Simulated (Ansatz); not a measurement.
**BN: electrostatic potential with LDA**

BN:

```
N B
1.0
     0.00000    1.81300    1.81300
     1.81300    0.00000    1.81300
     1.81300    1.81300    0.00000
N B
1 1
Direct
  0.25000 0.25000 0.25000
  0.00000 0.00000 0.00000
```

The cell is a database's computed one.

```json
{
 "Program": "Ansatz 0.2.0",
 "Task": "electrostatic potential",
 "Functional": "LDA",
 "Potentials or basis": "JTH PAW LDA",
 "Cutoff": "1350 eV",
 "Density cutoff": "6750 eV",
 "k mesh": "13 × 13 × 13",
 "Occupations": "gaussian, width 0.05 eV",
 "Spin": "collinear spin, ferromagnetic start",
 "Starting moments": "[0.5, 0.0] μB"
}
```

* Pressure: -14.6 GPa
* Band gap on the k mesh: 4.41 eV, indirect (least direct gap 8.63 eV)
* Net moment: 0.00 μB per cell
* Absolute moment: 0.00 μB per cell

Levels at points of the mesh, in eV from the valence-band top:
Spin up:
| k point | band 1 | band 2 | band 3 | band 4 | band 5 | band 6 | band 7 | band 8 | band 9 |
| --- | --- | --- | --- | --- | --- | --- | --- | --- | --- |
| (0.00, 0.00, 0.00) | -19.97 | 0.00 | 0.00 | 0.00 | 8.63 | 8.63 | 8.63 | 10.27 | 24.31 |
Spin down:
| k point | band 2 | band 3 | band 4 | band 5 | band 6 | band 7 |
| --- | --- | --- | --- | --- | --- | --- |
| (0.00, 0.00, 0.00) | 0.00 | 0.00 | 0.00 | 8.63 | 8.63 | 8.63 |

It took 29 s on 1 thread of Arm Neoverse V1, on a shared host, peak memory 0.39 GiB.

The gap isn't set beside the measured one, since this odd mesh misses points on the zone boundary.

Caveat: odd divisions of the mesh miss points on the zone boundary, where band edges often lie, so the gap on the mesh can be too wide; the starting moments weren't kept.
